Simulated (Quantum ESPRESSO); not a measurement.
# CuCl2 (I4/mmm) in Quantum ESPRESSO: reference runs

Aim: a first look at CuCl2 with PBEsol, on the cell as given.

Everything below comes from runs of Quantum ESPRESSO 7.5. Logs are shortened: lines on timing, memory, paths and dates and some standing lists are left out, and cuts for length are marked.

### 1 The crystal as given

Symmetry: I4/mmm, No. 139, tetragonal system. The conventional cell has a = 4.510 Å, b = 4.510 Å, c = 13.720 Å, α = 90.00°, β = 90.00°, γ = 90.00°. Cu (site symmetry 4/mmm) is surrounded by 4 Cl at 2.25 Å. Cl (site symmetry mmm) is surrounded by 2 Cu at 2.25 Å.

Measurements of this composition are mostly on another form, of space group No. 12.

### 2 Single point, PBEsol

pw.in reads:

```
&CONTROL
  calculation = 'scf'
  prefix = 'pwscf'
  outdir = './tmp'
  pseudo_dir = './pseudo'
  tprnfor = .true.
  tstress = .true.
  disk_io = 'low'
/
&SYSTEM
  ibrav = 0
  celldm(1) = 8
  nat = 3
  ntyp = 2
  ecutwfc = 56
  ecutrho = 448
  nbnd = 24
  occupations = 'smearing'
  smearing = 'fd'
  degauss = 0.00367493
/
&ELECTRONS
  conv_thr = 6d-10
  electron_maxstep = 120
  mixing_beta = 0.5
/
ATOMIC_SPECIES
Cu    63.5460 cu_pbesol_v1.2.uspp.F.UPF
Cl    35.4500 cl_pbesol_v1.4.uspp.F.UPF
CELL_PARAMETERS alat
 -0.5326332449559   0.5326332449559   1.6204172389373
  0.5326332449559  -0.5326332449559   1.6204172389373
  0.5326332449559   0.5326332449559  -1.6204172389373
ATOMIC_POSITIONS crystal
Cu     0.0000000000    0.0000000000    0.0000000000
Cl     0.0000000000    0.5000000000    0.5000000000
Cl     0.5000000000    0.0000000000    0.5000000000
K_POINTS automatic
8 8 8 0 0 0
```

pp_density.in reads:

```
&INPUTPP
  prefix = 'pwscf'
  outdir = './tmp'
  filplot = 'density.dat'
  plot_num = 0
/
&PLOT
  nfile = 1
  filepp(1) = 'density.dat'
  iflag = 3
  output_format = 6
  fileout = 'density.cube'
/
```

pp_potential.in reads:

```
&INPUTPP
  prefix = 'pwscf'
  outdir = './tmp'
  filplot = 'potential.dat'
  plot_num = 11
/
&PLOT
  nfile = 1
  filepp(1) = 'potential.dat'
  iflag = 3
  output_format = 6
  fileout = 'potential.cube'
/
```

Potentials or basis: GBRV 1.5 PBEsol.

The run is started by

```sh
$ OMP_NUM_THREADS=1 mpirun -n 2 pw.x -nk 2 -in pw.in > pw.out
$ OMP_NUM_THREADS=1 mpirun -n 1 pp.x -in pp_density.in > pp_density.out
$ OMP_NUM_THREADS=1 mpirun -n 1 pp.x -in pp_potential.in > pp_potential.out
```

pw.out:

```text
This program is part of the open-source Quantum ESPRESSO suite
     for quantum simulation of materials; please cite
         "P. Giannozzi et al., J. Phys.:Condens. Matter 21 395502 (2009);
         "P. Giannozzi et al., J. Phys.:Condens. Matter 29 465901 (2017);
         "P. Giannozzi et al., J. Chem. Phys. 152 154105 (2020);
     in publications or presentations arising from this work. More details at

     Message from routine setup:
     using ibrav=0 with symmetry is DISCOURAGED, use correct ibrav instead

     K-points division:     npool     =       2
     Subspace diagonalization in iterative solution of the eigenvalue problem:
     a serial algorithm will be used

     G-vector sticks info
     --------------------
     sticks:   dense  smooth     PW     G-vecs:    dense   smooth      PW
     Sum        5575    2777    915               150767    53317    9991

     Using Slab Decomposition

     bravais-lattice index     =            0
     lattice parameter (alat)  =       8.0000  a.u.
     unit-cell volume          =     941.4849 (a.u.)^3
     number of atoms/cell      =            3
     number of atomic types    =            2
     number of electrons       =        33.00
     number of Kohn-Sham states=           24
     kinetic-energy cutoff     =      56.0000  Ry
     charge density cutoff     =     448.0000  Ry
     scf convergence threshold =      6.0E-10
     mixing beta               =       0.5000
     number of iterations used =            8  plain     mixing
     Exchange-correlation= SLA  PW   PSX  PSC
                           (   1   4  10   8   0   0   0)

     celldm(1)=   8.000000  celldm(2)=   0.000000  celldm(3)=   0.000000
     celldm(4)=   0.000000  celldm(5)=   0.000000  celldm(6)=   0.000000

     crystal axes: (cart. coord. in units of alat)
               a(1) = (  -0.532633   0.532633   1.620417 )
               a(2) = (   0.532633  -0.532633   1.620417 )
               a(3) = (   0.532633   0.532633  -1.620417 )

     reciprocal axes: (cart. coord. in units 2 pi/alat)
               b(1) = (  0.000000  0.938732  0.308563 )
               b(2) = (  0.938732  0.000000  0.308563 )
               b(3) = (  0.938732  0.938732  0.000000 )

     PseudoPot. # 1 for Cu read from file:
     cu_pbesol_v1.2.uspp.F.UPF
     Pseudo is Ultrasoft + core correction, Zval = 19.0
     Generated by new atomic code, or converted to UPF format
     Using radial grid of  867 points,  6 beta functions with:
                l(1) =   0
                l(2) =   0
                l(3) =   1
                l(4) =   1
                l(5) =   2
                l(6) =   2
     Q(r) pseudized with  8 coefficients,  rinner =    1.150   1.150   1.150
                                                       1.150   1.150

     PseudoPot. # 2 for Cl read from file:
     cl_pbesol_v1.4.uspp.F.UPF
     Pseudo is Ultrasoft + core correction, Zval =  7.0
     Generated by new atomic code, or converted to UPF format
     Using radial grid of  909 points,  6 beta functions with:
                l(1) =   0
                l(2) =   0
                l(3) =   1
                l(4) =   1
                l(5) =   2
                l(6) =   2
     Q(r) pseudized with  8 coefficients,  rinner =    1.300   1.300   1.300
                                                       1.300   1.300

     atomic species   valence    mass     pseudopotential
     Cu               19.00    63.54600     Cu( 1.00)
     Cl                7.00    35.45000     Cl( 1.00)

     16 Sym. Ops., with inversion, found

   Cartesian axes

     site n.     atom                  positions (alat units)
         1        Cu     tau(   1) = (   0.0000000   0.0000000   0.0000000  )
         2        Cl     tau(   2) = (   0.5326332   0.0000000   0.0000000  )
         3        Cl     tau(   3) = (   0.0000000   0.5326332   0.0000000  )

     number of k points=    59  Fermi-Dirac smearing, width (Ry)=  0.0037
                       cart. coord. in units 2pi/alat
        k(    1) = (   0.0000000   0.0000000   0.0000000), wk =   0.0039062
        k(    2) = (   0.1173415   0.1173415   0.0000000), wk =   0.0156250
        k(    3) = (   0.2346831   0.2346831   0.0000000), wk =   0.0156250
        k(    4) = (   0.3520246   0.3520246   0.0000000), wk =   0.0156250
        k(    5) = (  -0.4693661  -0.4693661   0.0000000), wk =   0.0078125
        k(    6) = (   0.1173415   0.0000000   0.0385703), wk =   0.0312500
[... 51 lines left out ...]
        k(   58) = (  -0.8213907  -0.1173415   0.0000000), wk =   0.0156250
        k(   59) = (  -0.9387322  -0.9387322  -0.3085625), wk =   0.0039062

     Dense  grid:   150767 G-vectors     FFT dimensions: ( 100, 100, 100)

     Smooth grid:    53317 G-vectors     FFT dimensions: (  72,  72,  72)

     Initial potential from superposition of free atoms

     starting charge      32.0000, renormalised to      33.0000

     negative rho (up, down):  3.173E-02 0.000E+00
     Starting wfcs are   21 randomized atomic wfcs +    3 random wfcs

     Self-consistent Calculation

     iteration #  1     ecut=    56.00 Ry     beta= 0.50
     Davidson diagonalization with overlap
     ethr =  1.00E-02,  avg # of iterations =  8.6

     negative rho (up, down):  3.064E-02 0.000E+00
[... 55 lines left out ...]
     total energy              =    -469.97962301 Ry
     estimated scf accuracy    <       0.00012871 Ry

     iteration #  8     ecut=    56.00 Ry     beta= 0.50
     Davidson diagonalization with overlap
     c_bands:  1 eigenvalues not converged
     ethr =  3.90E-07,  avg # of iterations = 10.1

     negative rho (up, down):  2.961E-02 0.000E+00

     total energy              =    -469.97971698 Ry
     estimated scf accuracy    <       0.00000785 Ry
[... 46 lines left out ...]
     iteration # 14     ecut=    56.00 Ry     beta= 0.50
     Davidson diagonalization with overlap
     ethr =  1.81E-11,  avg # of iterations =  4.9

     negative rho (up, down):  2.960E-02 0.000E+00

     End of self-consistent calculation

          k = 0.0000 0.0000 0.0000 (  6639 PWs)   bands (ev):

  -113.1602 -70.8845 -70.8845 -70.3872 -16.5610 -15.4048  -5.7954  -5.7954
    -4.2916  -3.9376  -3.5625  -3.5147  -3.5147  -3.2940  -2.9241  -2.6213
    -2.6213   1.1377   3.8931   6.0115   6.9257   8.2055   8.2055   8.3820
[... 15 lines left out ...]
  -113.1602 -70.8846 -70.8846 -70.3872 -15.9428 -15.7607  -7.6739  -6.1614
    -5.6112  -4.4440  -4.3634  -3.0939  -2.8005  -2.4773  -2.3260  -2.0264
    -0.5240   3.6845   4.7936   6.2774   6.6764   7.4217   7.8002   8.1294

          k =-0.4694-0.4694 0.0000 (  6662 PWs)   bands (ev):

  -113.1602 -70.8846 -70.8846 -70.3872 -15.8169 -15.8169  -7.9917  -6.2240
    -5.8237  -4.4576  -4.4546  -3.0804  -2.7661  -2.2727  -2.2693  -1.7206
     0.0476   3.3189   6.2381   6.4435   6.4805   6.5394   7.4250   7.9926

          k = 0.1173 0.0000 0.0386 (  6637 PWs)   bands (ev):
[... 79 lines left out ...]
  -113.1602 -70.8846 -70.8845 -70.3872 -16.0221 -15.8512  -6.9752  -5.3422
    -4.7298  -4.4909  -3.6591  -3.6086  -3.5092  -3.3334  -2.5022  -2.3710
    -2.2948   4.5065   4.5829   6.1426   6.1958   7.8977   7.9131   9.1277

          k =-0.3520 0.1173-0.1543 (  6647 PWs)   bands (ev):

  -113.1602 -70.8846 -70.8845 -70.3872 -16.1481 -15.7082  -6.9484  -5.7198
    -4.8718  -4.4590  -3.9411  -3.2868  -3.2009  -3.1708  -2.4955  -2.3679
    -2.0315   3.9138   4.4624   5.6369   6.7140   7.6344   8.6235   8.9889

          k =-0.2347 0.2347-0.1543 (  6666 PWs)   bands (ev):

  -113.1602 -70.8845 -70.8845 -70.3872 -16.2194 -15.6196  -6.9167  -6.0038
    -4.9957  -4.4102  -4.1015  -3.1493  -2.9275  -2.8605  -2.7509  -2.4845
    -1.5066   3.2930   4.3682   5.4065   6.9554   7.9969   8.1136   8.9631

          k = 0.2347 0.2347 0.0771 (  6659 PWs)   bands (ev):
[... 73 lines left out ...]
  -113.1602 -70.8845 -70.8845 -70.3872 -16.3350 -15.5610  -6.5723  -5.8171
    -4.5682  -4.3992  -3.8829  -3.2470  -3.2232  -3.2205  -2.7419  -2.5531
    -2.0647   2.7427   4.4081   5.6122   6.7424   8.0111   8.2770   9.0147

          k = 0.0000 0.4694-0.0771 (  6667 PWs)   bands (ev):

  -113.1602 -70.8846 -70.8845 -70.3872 -16.0221 -15.8512  -6.9752  -5.3422
    -4.7298  -4.4909  -3.6590  -3.6086  -3.5092  -3.3334  -2.5022  -2.3710
    -2.2948   4.5147   4.5757   5.9700   6.4271   7.7670   7.9493   9.1591

          k =-0.8214-0.3520-0.0771 (  6669 PWs)   bands (ev):
[... 7 lines left out ...]
  -113.1602 -70.8845 -70.8845 -70.3872 -16.2194 -15.6196  -6.9168  -6.0038
    -4.9957  -4.4129  -4.1007  -3.1489  -2.9296  -2.8601  -2.7510  -2.4836
    -1.5066   3.3432   4.2808   5.7643   6.7129   7.8210   8.0994   8.7214

          k = 0.0000 0.3520-0.0386 (  6641 PWs)   bands (ev):

  -113.1602 -70.8846 -70.8845 -70.3872 -16.1818 -15.7049  -6.8399  -5.4532
    -4.5777  -4.4619  -3.6529  -3.5640  -3.5100  -3.3299  -2.5328  -2.3991
    -2.3722   3.7409   4.7652   5.1980   6.9824   8.1696   8.5808   9.0566

          k = 0.1173 0.4694-0.0386 (  6657 PWs)   bands (ev):

  -113.1602 -70.8846 -70.8845 -70.3872 -15.9935 -15.8462  -7.0888  -5.6604
    -5.0030  -4.4858  -3.9550  -3.3163  -3.1946  -3.1564  -2.3393  -2.2914
    -2.0880   4.3532   4.6643   6.0106   6.4908   7.7603   7.8368   8.6902

          k =-0.7040-0.3520-0.0386 (  6669 PWs)   bands (ev):
[... 19 lines left out ...]
  -113.1602 -70.8846 -70.8845 -70.3872 -15.9227 -15.8342  -7.4389  -6.0362
    -5.4214  -4.4735  -4.2278  -3.1121  -2.9318  -2.7366  -2.2831  -2.1728
    -1.1361   3.9281   4.9719   6.2642   6.4758   7.3943   8.0627   8.1789

          k =-0.5867-0.3520 0.0000 (  6672 PWs)   bands (ev):

  -113.1602 -70.8846 -70.8846 -70.3872 -15.9427 -15.7608  -7.6740  -6.1614
    -5.6112  -4.4481  -4.3607  -3.0935  -2.8003  -2.4821  -2.3229  -2.0265
    -0.5240   3.6500   5.0344   6.2489   6.8545   7.3415   7.8305   8.0676

          k = 0.4694 0.4694 0.1543 (  6696 PWs)   bands (ev):
[... 25 lines left out ...]
  -113.1602 -70.8845 -70.8845 -70.3872 -16.4659 -15.4698  -6.1437  -5.8489
    -4.3503  -4.2231  -3.7468  -3.3735  -3.3406  -3.2558  -2.7976  -2.7337
    -2.2906   1.8747   4.2900   5.6912   6.8029   7.9665   8.6191   8.7382

          k = 0.0000 0.5867-0.0386 (  6684 PWs)   bands (ev):

  -113.1602 -70.8846 -70.8845 -70.3872 -16.1818 -15.7050  -6.8400  -5.4534
    -4.5777  -4.4655  -3.6553  -3.5639  -3.5100  -3.3296  -2.5311  -2.3991
    -2.3723   3.9132   4.4602   6.1923   6.4124   7.0082   8.9792   9.2489

          k =-0.8214-0.2347-0.0386 (  6658 PWs)   bands (ev):
[... 13 lines left out ...]
  -113.1602 -70.8846 -70.8845 -70.3872 -16.1480 -15.7082  -6.9484  -5.7199
    -4.8717  -4.4610  -3.9413  -3.2868  -3.2004  -3.1719  -2.4953  -2.3678
    -2.0312   4.0222   4.3443   6.1855   6.4781   7.0032   8.9417   9.0729

          k =-0.7040-0.2347 0.0000 (  6674 PWs)   bands (ev):

  -113.1602 -70.8845 -70.8845 -70.3872 -16.2194 -15.6196  -6.9168  -6.0039
    -4.9957  -4.4140  -4.1004  -3.1488  -2.9305  -2.8599  -2.7510  -2.4832
    -1.5066   3.3652   4.2490   6.0056   6.5131   7.7588   8.0402   8.7368

          k = 0.0000 0.0000 0.2314 (  6667 PWs)   bands (ev):
[... 13 lines left out ...]
  -113.1602 -70.8845 -70.8845 -70.3872 -16.3768 -15.5425  -6.4746  -5.6283
    -4.4010  -4.2943  -3.6300  -3.5119  -3.4904  -3.3092  -2.6001  -2.5708
    -2.4764   2.6013   4.3882   5.9870   6.4873   7.6965   8.5515   8.8227

          k =-0.8214-0.1173 0.0000 (  6664 PWs)   bands (ev):

  -113.1602 -70.8845 -70.8845 -70.3872 -16.4659 -15.4698  -6.1438  -5.8489
    -4.3522  -4.2231  -3.7466  -3.3736  -3.3410  -3.2556  -2.7973  -2.7334
    -2.2906   1.8857   4.3193   5.7009   6.7589   7.9534   8.7554   8.8990

          k =-0.9387-0.9387-0.3086 (  6666 PWs)   bands (ev):

  -113.1602 -70.8845 -70.8845 -70.3872 -16.5609 -15.4048  -5.7957  -5.7957
    -4.3094  -3.9376  -3.5626  -3.5145  -3.5145  -3.2914  -2.9215  -2.6213
    -2.6213   1.2003   4.2342   5.3836   7.6852   7.9291   8.3858   8.4545

     the Fermi energy is    -1.9435 ev

!    total energy              =    -469.97971431 Ry
     estimated scf accuracy    <          3.7E-10 Ry
     smearing contrib. (-TS)   =      -0.00122499 Ry
     internal energy E=F+TS    =    -469.97848932 Ry

     The total energy is F=E-TS. E is the sum of the following terms:
     one-electron contribution =    -640.04682954 Ry
     hartree contribution      =     323.46475245 Ry
     xc contribution           =     -56.96726370 Ry
     ewald contribution        =     -96.42914854 Ry

     convergence has been achieved in  14 iterations

     negative rho (up, down):  2.960E-02 0.000E+00

     Forces acting on atoms (cartesian axes, Ry/au):

     atom    1 type  1   force =     0.00000000    0.00000000    0.00000000
     atom    2 type  2   force =     0.00000000    0.00000000    0.00000000
     atom    3 type  2   force =    -0.00000000   -0.00000000   -0.00000000

     Total force =     0.000000     Total SCF correction =     0.000000

     Computing stress (Cartesian axis) and pressure

     negative rho (up, down):  2.960E-02 0.000E+00
          total   stress  (Ry/bohr**3)                   (kbar)     P=       -9.00
  -0.00009007   0.00000000   0.00000000          -13.25        0.00        0.00
   0.00000000  -0.00009007   0.00000000            0.00      -13.25        0.00
   0.00000000   0.00000000  -0.00000349            0.00        0.00       -0.51

=------------------------------------------------------------------------------=
   JOB DONE.
=------------------------------------------------------------------------------=
```

Run time: 4.3 min. Hardware: 2 MPI ranks of Arm Neoverse V2, shared host; peak memory 0.9 GiB.

Results:

```yaml
Free_energy: -6394.3998 eV
Pressure: -0.9 GPa
Band_gap_on_the_k_mesh: none (metal or under the smearing width)
```

Caveat: an odd number of electrons without spin polarisation forces a metal; a magnetic or distorted state may lie lower; the run has no spin polarisation, though such a crystal can be magnetic; semilocal functionals often make such compounds metallic where correlation or magnetic order opens a gap, which also shifts bond lengths. With open d or f shells a metallic result of PBEsol can be an artefact of self-interaction; +U or a hybrid may open a gap.
